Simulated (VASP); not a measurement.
# ZnSnN2 (P-4m2) in VASP: relaxation of cell and atoms with PBE

Aim: the relaxation of cell and atoms of ZnSnN2 with PBE.

Everything below comes from runs of VASP 6.6.1. Logs are shortened: lines on timing, memory, paths and dates and some standing lists are left out, and cuts for length are marked.

### Step 1. The structure

Symmetry: P-4m2, No. 115, tetragonal system. The conventional cell has a = 3.390 Å, b = 3.390 Å, c = 4.800 Å, α = 90.00°, β = 90.00°, γ = 90.00°. Zn (site symmetry -4m2) has 4 N at 2.10 Å as nearest neighbours. Sn (site symmetry -4m2) has 4 N at 2.05 Å as nearest neighbours. N (site symmetry 2mm) has 2 Sn at 2.05 Å and 2 Zn at 2.10 Å as nearest neighbours.

The cell was built by a generator and needn't be a form met in nature.

### Step 2. Relaxation of cell and atoms, PBE

Input file INCAR:

```
SYSTEM = ZnSnN2
PREC = Normal ; ENCUT = 520
EDIFF = 1E-4 ; ISMEAR = 0
SIGMA = 0.15 ; LREAL = .FALSE.
LASPH = .TRUE. ; NELM = 60
ALGO = Fast ; ISIF = 3
LWAVE = .FALSE. ; LCHARG = .FALSE.
GGA = PE ; IBRION = 2
NSW = 24 ; EDIFFG = -0.08
```

Input file KPOINTS:

```
Automatic mesh
0
G
  5 5 3
  0 0 0
```

Input file POSCAR:

```
ZnSnN2
1.0
    3.3900000000      0.0000000000      0.0000000000
    0.0000000000      3.3900000000      0.0000000000
    0.0000000000      0.0000000000      4.8000000000
Zn Sn N
1 1 2
Direct
    0.0000000000      0.0000000000      0.0000000000
    0.5000000000      0.5000000000      0.5000000000
    0.0000000000      0.5000000000      0.2600000000
    0.5000000000      0.0000000000      0.7400000000
```

Potentials or basis: VASP PAW PBE potentials, release 64 (Zn, Sn_d, N).

Started as:

```bash
$ cat potpaw_PBE.64/Zn/POTCAR potpaw_PBE.64/Sn_d/POTCAR potpaw_PBE.64/N/POTCAR > POTCAR
$ mpirun -np 1 vasp_std > vasp.out
```

OUTCAR:

```text
SYSTEM = ZnSnN2
   PREC = Normal
   ENCUT = 520
   EDIFF = 1E-4
   ISMEAR = 0
   LREAL = .FALSE.
   LASPH = .TRUE.
   NELM = 60
   ISIF = 3
   GGA = PE
   IBRION = 2
   NSW = 24
   EDIFFG = -0.08

 ion  position               nearest neighbor table
   1  0.000  0.000  0.000-   3 2.10   4 2.10   3 2.10   4 2.10   2 3.39   2 3.39   2 3.39   2 3.39
                             2 3.39   2 3.39   2 3.39   2 3.39
   2  0.500  0.500  0.500-   3 2.05   4 2.05   4 2.05   3 2.05   1 3.39   1 3.39   1 3.39   1 3.39
                             1 3.39   1 3.39   1 3.39   1 3.39
   3  0.000  0.500  0.260-   2 2.05   2 2.05   1 2.10   1 2.10
   4  0.500  0.000  0.740-   2 2.05   2 2.05   1 2.10   1 2.10

  LATTYP: Found a simple tetragonal cell.
 ALAT       =     3.3900000000
 C/A-ratio  =     1.4159292035

  Lattice vectors:

 A1 = (   3.3900000000,   0.0000000000,   0.0000000000)
 A2 = (   0.0000000000,   3.3900000000,   0.0000000000)
 A3 = (   0.0000000000,   0.0000000000,   4.8000000000)

Analysis of symmetry for initial positions (statically):
=====================================================================
 Subroutine PRICEL returns:
 Original cell was already a primitive cell.

 Routine SETGRP: Setting up the symmetry group for a
 simple tetragonal supercell.

 Subroutine GETGRP returns: Found  8 space group operations
 (whereof  8 operations were pure point group operations)
 out of a pool of 16 trial point group operations.

The static configuration has the point symmetry D_2d.

Analysis of symmetry for dynamics (positions and initial velocities):
=====================================================================
 Subroutine PRICEL returns:
 Original cell was already a primitive cell.

 Routine SETGRP: Setting up the symmetry group for a
 simple tetragonal supercell.

 Subroutine GETGRP returns: Found  8 space group operations
 (whereof  8 operations were pure point group operations)
 out of a pool of 16 trial point group operations.

The dynamic configuration has the point symmetry D_2d.

 Subroutine INISYM returns: Found  8 space group operations
 (whereof  8 operations are pure point group operations),
 and found     1 'primitive' translations

----------------------------------------------------------------------------------------

                                     Primitive cell

  volume of cell :      55.1621

  direct lattice vectors                    reciprocal lattice vectors
     3.390000000  0.000000000  0.000000000     0.294985251  0.000000000  0.000000000
     0.000000000  3.390000000  0.000000000     0.000000000  0.294985251  0.000000000
     0.000000000  0.000000000  4.800000000     0.000000000  0.000000000  0.208333333

  length of vectors
     3.390000000  3.390000000  4.800000000     0.294985251  0.294985251  0.208333333

  position of ions in fractional coordinates (direct lattice)
     0.000000000  0.000000000  0.000000000
     0.500000000  0.500000000  0.500000000
     0.000000000  0.500000000  0.260000000
     0.500000000  0.000000000  0.740000000

  ion indices of the primitive-cell ions
   primitive index   ion index
                 1           1
                 2           2
                 3           3
                 4           4

----------------------------------------------------------------------------------------

 KPOINTS: Automatic mesh

Automatic generation of k-mesh.
 Grid dimensions read from file:
 generate k-points for:    5    5    3

 Generating k-lattice:

  Cartesian coordinates                     Fractional coordinates (reciprocal lattice)
     0.058997050  0.000000000  0.000000000     0.200000000  0.000000000  0.000000000
     0.000000000  0.058997050  0.000000000     0.000000000  0.200000000  0.000000000
     0.000000000  0.000000000  0.069444444     0.000000000  0.000000000  0.333333333

  Length of vectors
     0.058997050  0.058997050  0.069444444

  Shift w.r.t. Gamma in fractional coordinates (k-lattice)
     0.000000000  0.000000000  0.000000000

 Subroutine IBZKPT returns following result:
 ===========================================

 Found     12 irreducible k-points:

 Following reciprocal coordinates:
            Coordinates               Weight
  0.000000  0.000000  0.000000      1.000000
  0.200000  0.000000  0.000000      4.000000
  0.400000  0.000000  0.000000      4.000000
  0.200000  0.200000  0.000000      4.000000
  0.400000  0.200000  0.000000      8.000000
  0.400000  0.400000  0.000000      4.000000
  0.000000  0.000000  0.333333      2.000000
  0.200000  0.000000  0.333333      8.000000
  0.400000  0.000000  0.333333      8.000000
  0.200000  0.200000  0.333333      8.000000
  0.400000  0.200000  0.333333     16.000000
  0.400000  0.400000  0.333333      8.000000
   k-points           NKPTS =     12   k-points in BZ     NKDIM =     12   number of bands    NBANDS=     22
   number of dos      NEDOS =    301   number of ions     NIONS =      4
   total plane-waves  NPLWV =  11200
   dimension x,y,z NGX =    20 NGY =   20 NGZ =   28
   dimension x,y,z NGXF=    40 NGYF=   40 NGZF=   56
   ions per type =               1   1   2
   NGX,Y,Z   is equivalent  to a cutoff of   9.81,  9.81,  9.70 a.u.
   NGXF,Y,Z  is equivalent  to a cutoff of  19.62, 19.62, 19.40 a.u.
 SYSTEM =  ZnSnN2
   PREC   = normal    normal or accurate (medium, high low for compatibility)
   ISTART =      0    job   : 0-new  1-cont  2-samecut
   ICHARG =      2    charge: 1-file 2-atom 10-const
   ISPIN  =      1    spin polarized calculation?
   LNONCOLLINEAR =      F non collinear calculations
   LSORBIT =      F    spin-orbit coupling
   LASPH  =      T    aspherical Exc in radial PAW
   ENCUT  =  520.0 eV  38.22 Ry    6.18 a.u.   6.30  6.30  8.92*2*pi/ulx,y,z
   NELM   =     60;   NELMIN=  2; NELMDL= -5     # of ELM steps
   EDIFF  = 0.1E-03   stopping-criterion for ELM
   LREAL  =      F    real-space projection
   EDIFFG = -.8E-01   stopping-criterion for IOM
   NSW    =     24    number of steps for IOM
   IBRION =      2    ionic relax: 0-MD 1-quasi-New 2-CG
   NFREE  =      1    steps in history (QN), initial steepest desc. (CG)
   ISIF   =      3    stress and relaxation
   ISYM   =      2    0-nonsym 1-usesym 2-fastsym
   POTIM  = 0.5000    time-step for ionic-motion
   TEBEG  =    0.0;   TEEND  =   0.0 temperature during run
   PSTRESS=    0.0 pullay stress
   NELECT =      36.0000    total number of electrons
   NUPDOWN=      -1.0000    fix difference up-down
   EMIN   =  10.00;   EMAX   =-10.00  energy-range for DOS
   EFERMI =   0.00;   METHOD = LEGACY
   ISMEAR =     0;   SIGMA  =   0.15  broadening in eV -4-tet -1-fermi 0-gaus
   EFERMI_NEDOS =   21; number of points for ismear=-14 and -15
   IALGO  =     68    algorithm
   IMIX   =      4    mixing-type and parameters
     AMIX     =   0.40;   BMIX     =  1.00
     AMIX_MAG =   1.60;   BMIX_MAG =  1.00
  volume/ion in A,a.u.               =      13.79        93.06
  Fermi-wavevector in a.u.,A,eV,Ry     =   1.420023  2.683455 27.435686  2.016466
  Thomas-Fermi vector in A             =   2.540982
   LORBIT       =      0    0 simple, 1 ext, 2 COOP (PROOUT), +10 PAW based schemes
   GGA     = PE    functional components
   LHFCALC =     F    Hartree Fock is set to
   AEXX    =    0.0000 exact exchange contribution
   IVDW    =     0    specifies the selected vdW correction
   LEPSILON=     F    determine dielectric tensor
   LRPA    =     F    only Hartree local field effects (RPA)
 conjugate gradient relaxation of ions
 non-spin polarized calculation
 RMM-DIIS sequential band-by-band and
 Gauss-broadening in eV      SIGMA  =   0.15
  energy-cutoff  :      520.00
  volume of cell :       55.16
 maximum number of plane-waves:      1498
   NGX = 13   NGY = 13   NGZ = 17

--------------------------------------- Ionic step        1  -------------------------------------------

 number of electron      36.0000050 magnetization

 Free energy of the ion-electron system (eV)
  ---------------------------------------------------
  ext. energy  EPLUGINS =         0.00000000
  ---------------------------------------------------
  free energy    TOTEN  =       -21.29387309 eV

  energy without entropy =      -21.28998873  energy(sigma->0) =      -21.29193091

------------------------ aborting loop because EDIFF is reached ----------------------------------------

  FORCE on cell =-STRESS in cart. coord.  units (eV):
  Direction    XX          YY          ZZ          XY          YZ          ZX
  --------------------------------------------------------------------------------------
  -------------------------------------------------------------------------------------
  Total        1.2001170      1.2001170      0.9498228      0.0000000      0.0000000      0.0000000
  in kB       34.8572838     34.8572838     27.5875133      0.0000000      0.0000000      0.0000000
  external PRESSURE =      32.4340270 kB  Pullay stress =       0.0000000 kB
[... 95 lines left out ...]
  FREE ENERGIE OF THE ION-ELECTRON SYSTEM (eV)
  ---------------------------------------------------
  free  energy   TOTEN  =       -21.3718375661 eV

  energy  without entropy=      -21.3676760142  energy(sigma->0) =      -21.36975679

[... ionic steps 4 to 7 ...]

--------------------------------------- Ionic step        8  -------------------------------------------

 number of electron      36.0000032 magnetization

------------------------ aborting loop because EDIFF is reached ----------------------------------------

  FORCE on cell =-STRESS in cart. coord.  units (eV):
  Direction    XX          YY          ZZ          XY          YZ          ZX
  --------------------------------------------------------------------------------------
  -------------------------------------------------------------------------------------
  Total       -0.2037672     -0.2037672     -0.4968085      0.0000000      0.0000000      0.0000000
  in kB       -5.8517466     -5.8517466    -14.2672502      0.0000000      0.0000000      0.0000000
  external PRESSURE =      -8.6569145 kB  Pullay stress =       0.0000000 kB
[... 61 lines left out ...]
  energy  without entropy=      -21.3851168213  energy(sigma->0) =      -21.38721205

--------------------------------------- Ionic step       10  -------------------------------------------

 number of electron      36.0000034 magnetization

 Free energy of the ion-electron system (eV)
  ---------------------------------------------------
  ext. energy  EPLUGINS =         0.00000000
  ---------------------------------------------------
  free energy    TOTEN  =       -21.38935005 eV

  energy without entropy =      -21.38516129  energy(sigma->0) =      -21.38725567

 E-fermi :   5.1276     XC(G=0): -10.9069

 val. band max:        5.0672416602   @ k =   0.0000   0.0000   0.0000
 cond. band min:       6.7278002747   @ k =   0.2000   0.0000   0.0000
 fundamental gap:      1.6605586145
 Fermi energy:         5.1276311140

 k-point     1 :       0.0000    0.0000    0.0000
  band No.  band energies     occupation
      1     -16.0454      2.00000
      2     -15.7858      2.00000
      3     -15.7858      2.00000
      4     -15.7608      2.00000
      5     -15.6475      2.00000
      6     -10.3289      2.00000
[... 320 lines left out ...]
  FREE ENERGIE OF THE ION-ELECTRON SYSTEM (eV)
  ---------------------------------------------------
  free  energy   TOTEN  =       -21.3893500540 eV

  energy  without entropy=      -21.3851612883  energy(sigma->0) =      -21.38725567

 reached required accuracy - stopping structural energy minimisation
```

It took 30 s on 1 thread of Intel Xeon Platinum 8488C (Sapphire Rapids), shared host; peak memory 0.14 GiB.

What came out:

```
Free energy                            : -21.3894 eV
Relaxed volume                         : 13.94 Å³/atom
Relaxed cell                           : a = 3.407 Å, b = 3.407 Å, c = 4.802 Å, α = 90.00°, β = 90.00°, γ = 90.00°
Space group after relaxing (to 0.05 Å) : P-4m2 (No. 115)
Energy gained by relaxing              : 23.9 meV/atom
Ionic steps                            : 10
Pressure after relaxing                : 0.0 GPa
Largest force after relaxing           : 0.057 eV/Å
Band gap on the k mesh                 : none (metal or under the smearing width)
```

Forces on the atoms (eV/Å):
```
Zn   0.000  0.000  0.000
Sn   0.000  0.000  0.000
N    0.000  0.000  0.057
N    0.000  0.000 -0.057
```

Stress tensor (GPa, compression positive):
```
 0.28  0.00  0.00
 0.00  0.28  0.00
 0.00  0.00 -0.58
```

Step by step:
| step | energy change (eV) | largest force (eV/Å) | pressure (GPa) | volume (Å³) |
| --- | --- | --- | --- | --- |
| 1 | 0.0000 | 1.2494 | 3.24 | 55.16 |
| 2 | -0.0743 | 0.1006 | -3.43 | 57.42 |
| 3 | -0.0780 | 0.2924 | -3.19 | 57.01 |
| 4 | -0.0943 | 0.1461 | 0.62 | 55.51 |
| 5 | -0.0955 | 0.0350 | -0.52 | 55.88 |
| 6 | -0.0955 | 0.0489 | -0.53 | 55.81 |
| 7 | -0.0952 | 0.0907 | 0.82 | 55.66 |
| 8 | -0.0955 | 0.0520 | -0.87 | 55.79 |
| 9 | -0.0954 | 0.0746 | -0.34 | 55.72 |
| 10 | -0.0955 | 0.0574 | -0.01 | 55.75 |

Final structure:
```yaml
crystal:
  lattice:
    - [3.40744, 0.00000, 0.00000]
    - [0.00000, 3.40744, 0.00000]
    - [0.00000, 0.00000, 4.80161]
  atoms:
    - { symbol: Zn, position: [0.00000, 0.00000, 0.00000] }
    - { symbol: Sn, position: [0.50000, 0.50000, 0.50000] }
    - { symbol: N, position: [0.00000, 0.50000, 0.24398] }
    - { symbol: N, position: [0.50000, 0.00000, 0.75602] }
```

Levels at points of the mesh, in eV from the Fermi level:
```
           k point  band 16  band 17  band 18  band 19  band 20  band 21
(0.00, 0.00, 0.00)    -0.19    -0.12    -0.06    -0.06     2.60     5.95
```

Caveat: the k mesh is coarse (spacing up to 0.44 Å⁻¹), so the values aren't converged; the relaxation stopped at a loose force limit of 0.08 eV/Å, so its end isn't a converged minimum.
